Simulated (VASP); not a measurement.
The system is CdF2.

```
CELL_PARAMETERS angstrom
0.00000 2.69400 2.69400
2.69400 0.00000 2.69400
2.69400 2.69400 0.00000
ATOMIC_POSITIONS crystal
Cd 0.00000 0.00000 0.00000
F 0.75000 0.75000 0.75000
F 0.25000 0.25000 0.25000
```

Base run:

* Program: VASP 6.6.1
* Functional: PBE
* Potentials or basis: VASP PAW PBE potentials, release 64 (Cd, F)
* Cutoff: 520 eV
* k mesh: 6 × 6 × 6
* Occupations: gaussian, width 0.02 eV
* Spin: spin-orbit coupling, no magnetisation

Its results: pressure 6.2 GPa.

**Question.** The run is repeated on the same cell with these changes: functional from PBE to r2SCAN. What comes out?

**Answer.** Pressure 1.0 GPa.

Caveats: the PAW data sets were made with another functional, which shifts forces and pressure a little (some runs).
